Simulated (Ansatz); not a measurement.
## WS2 (Tungstenite) in Ansatz: the effect of functional

Crystal: WS2 (Tungstenite).

```
W S
1.0
     3.18000    0.00000    0.00000
    -1.59000    2.75396    0.00000
     0.00000    0.00000   12.50000
W S
2 4
Direct
  0.66667 0.33333 0.75000
  0.33333 0.66667 0.25000
  0.66667 0.33333 0.37500
  0.33333 0.66667 0.87500
  0.66667 0.33333 0.12500
  0.33333 0.66667 0.62500
```

Alike in all runs:

```yaml
Program: Ansatz 0.2.0
Task: band structure
Potentials_or_basis: all-electron LAPW, scalar-relativistic
Basis_error_allowed: 0.002 eV/atom
k_mesh: 10 × 10 × 3
Occupations: fermi-dirac, width 0.05 eV
Spin: no spin polarisation
```

Problem. One run gave: gap on the mesh 1.04 eV; pressure -5.6 GPa; largest force 0.36 eV/Å. Which functional did it use?
A. PBEsol
B. PBE
C. LDA

Solution. C.

| functional | cutoff | gap on the mesh (eV) | pressure (GPa) | largest force (eV/Å) |
| --- | --- | --- | --- | --- |
| PBEsol | 259 eV | 1.08 | -2.7 | 0.15 |
| LDA | 260 eV | 1.04 | -5.6 | 0.36 |
| PBE | 259 eV | 1.12 | 2.3 | 0.13 |

Caveats: spin-orbit coupling is left out, which moves the levels of the heavy elements; this functional lacks dispersion, which binds the layers, so the pressure and a relaxed spacing across them are unreliable (some runs).

A k mesh can miss the band edges.

Not every run made on this cell is shown here.
